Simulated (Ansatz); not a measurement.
## AgCl under changes of volume

One of the cells (21.899 Å³/atom); the others are scaled copies at fixed shape and fractional positions:

```
Ag Cl
1.0
     3.92688    0.00000    0.00000
     0.00000    4.00305    0.00000
    -0.54915    0.00000    5.57242
Ag Cl
2 2
Direct
  0.81598 0.75000 0.78192
  0.18402 0.25000 0.21808
  0.29234 0.25000 0.73744
  0.70766 0.75000 0.26256
```

The cell comes from a database or a generator and needn't be the stable form of this composition.

```yaml
Program: Ansatz 0.2.0
Functional: PBE
Potentials_or_basis: Ansatz PAW
Cutoff: "420 eV (not typed: the program's choice for these potentials)"
k_mesh: 7 × 7 × 5
Occupations: fermi-dirac, width 0.05 eV
Spin: no spin polarisation
```

```csv
volume (Å³/atom),energy over the lowest point (meV/atom),pressure (GPa),gap on the mesh (eV),largest force (eV/Å)
20.585,9.94,2.8,0.90,0.094
21.023,3.78,1.7,0.90,0.086
21.461,?,?,?,?
21.899,0.00,-0.2,0.90,0.073
22.337,1.71,-1.0,0.91,0.068
22.775,5.44,-1.7,0.92,0.089
23.213,10.94,-2.3,0.93,0.116
```

Problem. What does the run at 21.461 Å³/atom give?

Solution. Energy over the lowest point 0.59 meV/atom; pressure 0.7 GPa; gap on the mesh 0.90 eV; largest force 0.079 eV/Å.

Worked out: A Birch-Murnaghan fit of order 3 (a polynomial in V^(-2/3)) to the other rows has its minimum at 21.78 Å³/atom with B0 = V·E''(V) = 43 GPa and B' = 5.4 at fixed shape and positions, which overstates the stiffness. It gives 0.59 meV/atom at 21.461 Å³/atom, against the run's 0.59, and -dE/dV = 0.7 GPa, against 0.7. A parabola through the other rows of the gap, of slope 0.109 eV per unit of ln V there, gives 0.90 eV, against the run's 0.90.

Energies are extrapolated to zero smearing.

Caveats: odd divisions of the mesh miss points on the zone boundary, where band edges often lie, so the gap on the mesh can be too wide.

A mesh can miss the band edges. Spin-orbit coupling on Ag is left out.
